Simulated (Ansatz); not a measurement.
The system is MnO.

```
Mn O
1.0
     0.00000    2.22391    2.22391
     2.22391    0.00000    2.22391
     2.22391    2.22391    0.00000
Mn O
1 1
Cartesian
  0.0000 0.0000 0.0000
  2.2239 2.2239 2.2239
```

The cell is a database's computed one.

Base run:

| Property | Result |
| --- | --- |
| Program | Ansatz 0.2.0 |
| Functional | PBEsol |
| Potentials or basis | all-electron LAPW, scalar-relativistic |
| Cutoff | 324 eV (chosen from the basis error) |
| Basis error allowed | 0.001 eV/atom |
| k mesh | 10 × 10 × 10 |
| Occupations | fermi-dirac, width 0.05 eV |
| Spin | collinear spin, ferromagnetic start |
| Starting moments | [4.0, 0.0] μB |

Its results: pressure -7.1 GPa; net moment 4.77 μB per cell; site moments Mn +4.31; O +0.23 μB.

Q: The run is repeated on the same cell with these changes: functional from PBEsol to LDA. What comes out?

A: Pressure -16.6 GPa; net moment 4.60 μB per cell; site moments Mn +4.17; O +0.22 μB.

LDA binds more tightly than PBEsol, so the same cell stands under less pressure.

Caveats: a cell with one magnetic atom can't hold antiferromagnetic order, which such compounds often take.
